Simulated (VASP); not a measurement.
# InAs: single point with r2SCAN

**Experimental background.**

A printed reference work, data compilation reports, for a bulk crystal of InAs at 4.2 K: band gap 0.418 eV (direct).

InAs:

```
In As
1.0
     0.00000    3.05459    3.05459
     3.05459    0.00000    3.05459
     3.05459    3.05459    0.00000
In As
1 1
Direct
  0.00000 0.00000 0.00000
  0.25000 0.25000 0.25000
```

- Program: VASP 6.6.1
- Task: single point
- Functional: r2SCAN
- Potentials or basis: VASP PAW PBE potentials, release 64 (In_d, As)
- Cutoff: 520 eV
- k mesh: 6 × 6 × 6
- Occupations: fermi-dirac, width 0.02 eV
- Spin: no spin polarisation
- Dipole correction: no
- Further INCAR settings: ALGO = Normal; EDIFF = 1e-06; NBANDS = 16

```
Pressure               : 0.0 GPa
Band gap on the k mesh : 0.08 eV, direct
```

Levels at points of the mesh, in eV from the valence-band top:
```csv
k point,band 5,band 6,band 7,band 8,band 9,band 10,band 11,band 12,band 13,band 14
"(0.00, 0.00, 0.00)",-14.67,-12.10,0.00,0.00,0.00,0.08,4.25,4.25,4.25,7.94
"(0.50, 0.00, 0.00)",-14.66,-10.65,-5.72,-0.97,-0.97,1.24,5.02,5.02,7.24,9.50
"(0.50, 0.50, 0.00)",-14.65,-10.12,-5.81,-2.29,-2.29,1.87,2.34,9.62,9.72,9.72
```

Run time: 47 s on 1 thread of Intel Xeon 6975P-C (shared host), peak memory 0.19 GiB.

Measured gap of InAs: 0.418 eV (direct; 4.2 K; a printed reference work, data compilation). This calculation gives 0.08 eV (-0.34 eV). Spin-orbit coupling on As, In is left out. The value is that of r2SCAN, without temperature or zero-point motion.

Caveat: the PAW data sets were made with another functional, which shifts forces and pressure a little; spin-orbit coupling is left out, which moves the levels of the heavy elements.
